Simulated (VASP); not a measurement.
# InP (F-43m) in VASP: further runs

One crystal, InP, is run at these levels: LDA; tasks: relaxation of cell and atoms.

Program: VASP 6.6.1. These are calculated values, not measurements. Logs are shortened: lines on timing, memory, paths and dates and some standing lists are left out, and cuts for length are marked.

## (1) The crystal as given

Symmetry: F-43m, No. 216, cubic system. Conventional cell: a = 5.861 Å, b = 5.861 Å, c = 5.861 Å, α = 90.00°, β = 90.00°, γ = 90.00°. In (site symmetry -43m) has 4 P at 2.54 Å as nearest neighbours. P (site symmetry -43m) has 4 In at 2.54 Å as nearest neighbours.

## (2) Relaxation of cell and atoms, LDA

File INCAR:

```
SYSTEM = InP
ALGO = Normal
EDIFF = 1E-6
EDIFFG = -0.01
ENCUT = 600
GGA = CA
IBRION = 2
ISIF = 3
ISMEAR = 0
LASPH = .TRUE.
LCHARG = .FALSE.
LREAL = .FALSE.
LWAVE = .FALSE.
NELM = 80
NSW = 90
PREC = Accurate
SIGMA = 0.03
```

File KPOINTS:

```
k-points
0
G
  8 8 8
  0 0 0
```

File POSCAR:

```
InP
1.0
    0.0000000000      2.9305000000      2.9305000000
    2.9305000000      0.0000000000      2.9305000000
    2.9305000000      2.9305000000      0.0000000000
In P
1 1
Direct
    0.0000000000      0.0000000000      0.0000000000
    0.2500000000      0.2500000000      0.2500000000
```

Potentials or basis: VASP PAW LDA potentials, release 64 (In_d, P).

Command:

```bash
cat potpaw_LDA.64/In_d/POTCAR potpaw_LDA.64/P/POTCAR > POTCAR
mpirun -np 1 vasp_std > vasp.out
```

OUTCAR:

```text
SYSTEM = InP
   EDIFF = 1E-6
   EDIFFG = -0.01
   ENCUT = 600
   GGA = CA
   IBRION = 2
   ISIF = 3
   ISMEAR = 0
   LASPH = .TRUE.
   LREAL = .FALSE.
   NELM = 80
   NSW = 90
   PREC = Accurate

 ion  position               nearest neighbor table
   1  0.000  0.000  0.000-   2 2.54   2 2.54   2 2.54   2 2.54
   2  0.250  0.250  0.250-   1 2.54   1 2.54   1 2.54   1 2.54

  LATTYP: Found a face centered cubic cell.
 ALAT       =     5.8610000000

  Lattice vectors:

 A1 = (   0.0000000000,   2.9305000000,   2.9305000000)
 A2 = (   2.9305000000,   0.0000000000,   2.9305000000)
 A3 = (   2.9305000000,   2.9305000000,   0.0000000000)

Analysis of symmetry for initial positions (statically):
=====================================================================
 Subroutine PRICEL returns:
 Original cell was already a primitive cell.

 Routine SETGRP: Setting up the symmetry group for a
 face centered cubic supercell.

 Subroutine GETGRP returns: Found 24 space group operations
 (whereof 24 operations were pure point group operations)
 out of a pool of 48 trial point group operations.

The static configuration has the point symmetry T_d .

Analysis of symmetry for dynamics (positions and initial velocities):
=====================================================================
 Subroutine PRICEL returns:
 Original cell was already a primitive cell.

 Routine SETGRP: Setting up the symmetry group for a
 face centered cubic supercell.

 Subroutine GETGRP returns: Found 24 space group operations
 (whereof 24 operations were pure point group operations)
 out of a pool of 48 trial point group operations.

The dynamic configuration has the point symmetry T_d .

 Subroutine INISYM returns: Found 24 space group operations
 (whereof 24 operations are pure point group operations),
 and found     1 'primitive' translations

----------------------------------------------------------------------------------------

                                     Primitive cell

  volume of cell :      50.3333

  direct lattice vectors                    reciprocal lattice vectors
     0.000000000  2.930500000  2.930500000    -0.170619348  0.170619348  0.170619348
     2.930500000  0.000000000  2.930500000     0.170619348 -0.170619348  0.170619348
     2.930500000  2.930500000  0.000000000     0.170619348  0.170619348 -0.170619348

  length of vectors
     4.144352845  4.144352845  4.144352845     0.295521380  0.295521380  0.295521380

  position of ions in fractional coordinates (direct lattice)
     0.000000000  0.000000000  0.000000000
     0.250000000  0.250000000  0.250000000

  ion indices of the primitive-cell ions
   primitive index   ion index
                 1           1
                 2           2

----------------------------------------------------------------------------------------

 KPOINTS: k-points

Automatic generation of k-mesh.
 Grid dimensions read from file:
 generate k-points for:    8    8    8

 Generating k-lattice:

  Cartesian coordinates                     Fractional coordinates (reciprocal lattice)
    -0.021327419  0.021327419  0.021327419     0.125000000  0.000000000  0.000000000
     0.021327419 -0.021327419  0.021327419     0.000000000  0.125000000  0.000000000
     0.021327419  0.021327419 -0.021327419     0.000000000  0.000000000  0.125000000

  Length of vectors
     0.036940172  0.036940172  0.036940172

  Shift w.r.t. Gamma in fractional coordinates (k-lattice)
     0.000000000  0.000000000  0.000000000

 Subroutine IBZKPT returns following result:
 ===========================================

 Found     29 irreducible k-points:

 Following reciprocal coordinates:
            Coordinates               Weight
  0.000000  0.000000  0.000000      1.000000
  0.125000  0.000000  0.000000      8.000000
  0.250000  0.000000  0.000000      8.000000
  0.375000  0.000000  0.000000      8.000000
  0.500000  0.000000  0.000000      4.000000
  0.125000  0.125000  0.000000      6.000000
[... 16 lines left out ...]
  0.500000  0.250000  0.125000     48.000000
 -0.375000  0.250000  0.125000     24.000000
 [... further k-points ...]
   k-points           NKPTS =     29   k-points in BZ     NKDIM =     29   number of bands    NBANDS=     13
   number of dos      NEDOS =    301   number of ions     NIONS =      2
   total plane-waves  NPLWV =  46656
   dimension x,y,z NGX =    36 NGY =   36 NGZ =   36
   dimension x,y,z NGXF=    72 NGYF=   72 NGZF=   72
   ions per type =               1   1
   NGX,Y,Z   is equivalent  to a cutoff of  14.44, 14.44, 14.44 a.u.
   NGXF,Y,Z  is equivalent  to a cutoff of  28.88, 28.88, 28.88 a.u.
 SYSTEM =  InP
   PREC   = accura    normal or accurate (medium, high low for compatibility)
   ISTART =      0    job   : 0-new  1-cont  2-samecut
   ICHARG =      2    charge: 1-file 2-atom 10-const
   ISPIN  =      1    spin polarized calculation?
   LNONCOLLINEAR =      F non collinear calculations
   LSORBIT =      F    spin-orbit coupling
   LASPH  =      T    aspherical Exc in radial PAW
   ENCUT  =  600.0 eV  44.10 Ry    6.64 a.u.   8.28  8.28  8.28*2*pi/ulx,y,z
   NELM   =     80;   NELMIN=  2; NELMDL= -5     # of ELM steps
   EDIFF  = 0.1E-05   stopping-criterion for ELM
   LREAL  =      F    real-space projection
   EDIFFG = -.1E-01   stopping-criterion for IOM
   NSW    =     90    number of steps for IOM
   IBRION =      2    ionic relax: 0-MD 1-quasi-New 2-CG
   NFREE  =      1    steps in history (QN), initial steepest desc. (CG)
   ISIF   =      3    stress and relaxation
   ISYM   =      2    0-nonsym 1-usesym 2-fastsym
   POTIM  = 0.5000    time-step for ionic-motion
   TEBEG  =    0.0;   TEEND  =   0.0 temperature during run
   PSTRESS=    0.0 pullay stress
   NELECT =      18.0000    total number of electrons
   NUPDOWN=      -1.0000    fix difference up-down
   EMIN   =  10.00;   EMAX   =-10.00  energy-range for DOS
   EFERMI =   0.00;   METHOD = LEGACY
   ISMEAR =     0;   SIGMA  =   0.03  broadening in eV -4-tet -1-fermi 0-gaus
   EFERMI_NEDOS =   21; number of points for ismear=-14 and -15
   IALGO  =     38    algorithm
   IMIX   =      4    mixing-type and parameters
     AMIX     =   0.40;   BMIX     =  1.00
     AMIX_MAG =   1.60;   BMIX_MAG =  1.00
  volume/ion in A,a.u.               =      25.17       169.83
  Fermi-wavevector in a.u.,A,eV,Ry     =   1.162021  2.195901 18.371846  1.350293
  Thomas-Fermi vector in A             =   2.298587
   LORBIT       =      0    0 simple, 1 ext, 2 COOP (PROOUT), +10 PAW based schemes
   GGA     = CA    functional components
   LHFCALC =     F    Hartree Fock is set to
   AEXX    =    0.0000 exact exchange contribution
   IVDW    =     0    specifies the selected vdW correction
   LEPSILON=     F    determine dielectric tensor
   LRPA    =     F    only Hartree local field effects (RPA)
 conjugate gradient relaxation of ions
 non-spin polarized calculation
 Gauss-broadening in eV      SIGMA  =   0.03
  energy-cutoff  :      600.00
  volume of cell :       50.33
 maximum number of plane-waves:      1700
 NGX is ok and might be reduce to    36
   NGX = 17   NGY = 17   NGZ = 17

--------------------------------------- Ionic step        1  -------------------------------------------

 number of electron      17.9999998 magnetization

 Free energy of the ion-electron system (eV)
  ---------------------------------------------------
  ext. energy  EPLUGINS =         0.00000000
  ---------------------------------------------------
  free energy    TOTEN  =        -9.66931266 eV

  energy without entropy =       -9.66931266  energy(sigma->0) =       -9.66931266

------------------------ aborting loop because EDIFF is reached ----------------------------------------

  FORCE on cell =-STRESS in cart. coord.  units (eV):
  Direction    XX          YY          ZZ          XY          YZ          ZX
  --------------------------------------------------------------------------------------
  -------------------------------------------------------------------------------------
  Total       -0.3649644     -0.3649644     -0.3649644      0.0000000     -0.0000000      0.0000000
  in kB      -11.6173187    -11.6173187    -11.6173187      0.0000000     -0.0000000      0.0000000
  external PRESSURE =     -11.6173187 kB  Pullay stress =       0.0000000 kB

 VOLUME and BASIS-vectors are now :
 -----------------------------------------------------------------------------
  energy-cutoff  :      600.00
  volume of cell :       50.33
      direct lattice vectors                 reciprocal lattice vectors
     0.000000000  2.930500000  2.930500000    -0.170619348  0.170619348  0.170619348
     2.930500000  0.000000000  2.930500000     0.170619348 -0.170619348  0.170619348
     2.930500000  2.930500000  0.000000000     0.170619348  0.170619348 -0.170619348
[... 37 lines left out ...]
 POSITION                                       TOTAL-FORCE (eV/Angst)
 -----------------------------------------------------------------------------------
      0.00000      2.90470      2.90470         0.000000      0.000000      0.000000
      1.45235      1.45235      1.45235        -0.000000     -0.000000     -0.000000
 -----------------------------------------------------------------------------------
    total drift:                               -0.000000     -0.000000     -0.000000

  FREE ENERGIE OF THE ION-ELECTRON SYSTEM (eV)
  ---------------------------------------------------
  free  energy   TOTEN  =        -9.6712874719 eV

  energy  without entropy=       -9.6712874719  energy(sigma->0) =       -9.67128747

--------------------------------------- Ionic step        3  -------------------------------------------

 number of electron      18.0000001 magnetization

 Free energy of the ion-electron system (eV)
  ---------------------------------------------------
  ext. energy  EPLUGINS =         0.00000000
  ---------------------------------------------------
  free energy    TOTEN  =        -9.67235601 eV

  energy without entropy =       -9.67235601  energy(sigma->0) =       -9.67235601

 E-fermi :   5.3153     XC(G=0):  -9.6827

 val. band max:        5.1953577371   @ k =   0.0000   0.0000   0.0000
 cond. band min:       5.7960363094   @ k =   0.0000   0.0000   0.0000
 fundamental gap:      0.6006785723
 Fermi energy:         5.3153215030

 k-point     1 :       0.0000    0.0000    0.0000
  band No.  band energies     occupation
      1      -9.0290      2.00000
      2      -9.0290      2.00000
      3      -9.0290      2.00000
      4      -8.8655      2.00000
      5      -8.8655      2.00000
      6      -6.4661      2.00000
      7       5.1954      2.00000
      8       5.1954      2.00000
      9       5.1954      2.00000
     10       5.7960      0.00000
     11       9.1573      0.00000
     12       9.1573      0.00000
     13       9.1573      0.00000

 k-point     2 :       0.1250    0.0000    0.0000
  band No.  band energies     occupation
      1      -9.0494      2.00000
      2      -9.0210      2.00000
      3      -9.0210      2.00000
      4      -8.8655      2.00000
      5      -8.8655      2.00000
      6      -6.2814      2.00000
      7       3.5948      2.00000
      8       4.9984      2.00000
      9       4.9984      2.00000
     10       6.7599      0.00000
     11       9.3161      0.00000
[... 339 lines left out ...]
 k-point    24 :      -0.3750    0.2500    0.1250
  band No.  band energies     occupation
      1      -9.1696      2.00000
      2      -8.9775      2.00000
      3      -8.9555      2.00000
      4      -8.8721      2.00000
      5      -8.8517      2.00000
      6      -4.3232      2.00000
      7      -0.5259      2.00000
      8       2.3837      2.00000
      9       3.4864      2.00000
     10       8.2870      0.00000
     11       9.2278      0.00000
     12      11.0014      0.00000
     13      12.3335      0.00000

 [... further k-points ...]

------------------------ aborting loop because EDIFF is reached ----------------------------------------

  FORCE on cell =-STRESS in cart. coord.  units (eV):
  Direction    XX          YY          ZZ          XY          YZ          ZX
  --------------------------------------------------------------------------------------
  -------------------------------------------------------------------------------------
  Total        0.0042123      0.0042123      0.0042123     -0.0000000      0.0000000      0.0000000
  in kB        0.1363392      0.1363392      0.1363392     -0.0000000      0.0000000      0.0000000
  external PRESSURE =       0.1363392 kB  Pullay stress =       0.0000000 kB

 VOLUME and BASIS-vectors are now :
 -----------------------------------------------------------------------------
  energy-cutoff  :      600.00
  volume of cell :       49.50
      direct lattice vectors                 reciprocal lattice vectors
     0.000000000  2.914254092  2.914254092    -0.171570489  0.171570489  0.171570489
     2.914254092  0.000000000  2.914254092     0.171570489 -0.171570489  0.171570489
     2.914254092  2.914254092  0.000000000     0.171570489  0.171570489 -0.171570489

 POSITION                                       TOTAL-FORCE (eV/Angst)
 -----------------------------------------------------------------------------------
      0.00000      0.00000      0.00000        -0.000000      0.000000      0.000000
      1.45713      1.45713      1.45713         0.000000     -0.000000     -0.000000
 -----------------------------------------------------------------------------------
    total drift:                               -0.000000     -0.000000     -0.000000

  FREE ENERGIE OF THE ION-ELECTRON SYSTEM (eV)
  ---------------------------------------------------
  free  energy   TOTEN  =        -9.6723560055 eV

  energy  without entropy=       -9.6723560055  energy(sigma->0) =       -9.67235601

 reached required accuracy - stopping structural energy minimisation
```

Wall time 30 s (1 thread of Intel Xeon 6975P-C (Granite Rapids), shared host); peak memory 0.19 GiB.

Results:

```yaml
Free_energy: -9.6724 eV
Relaxed_volume: 24.75 Å³/atom
Relaxed_cell: a = 4.121 Å, b = 4.121 Å, c = 4.121 Å, α = 60.00°, β = 60.00°, γ = 60.00°
Space_group_after_relaxing_to_0.05_Å: F-43m (No. 216)
Energy_gained_by_relaxing: 1.5 meV/atom
Ionic_steps: 3
Pressure_after_relaxing: 0.0 GPa
Band_gap_on_the_k_mesh: 0.60 eV, direct
```

Step by step:
```csv
step,energy change (eV),largest force (eV/Å),pressure (GPa),volume (Å³)
1,0.0000,0.0000,-1.16,50.33
2,-0.0020,0.0000,0.73,49.02
3,-0.0030,0.0000,0.01,49.50
```

Final structure:
```
In P
1.0
     0.00000    2.91425    2.91425
     2.91425    0.00000    2.91425
     2.91425    2.91425    0.00000
In P
1 1
Direct
  0.00000 0.00000 0.00000
  0.25000 0.25000 0.25000
```

Caveat: spin-orbit coupling is left out, which moves the levels of the heavy elements.

(Part 1 of 2 ends here.)
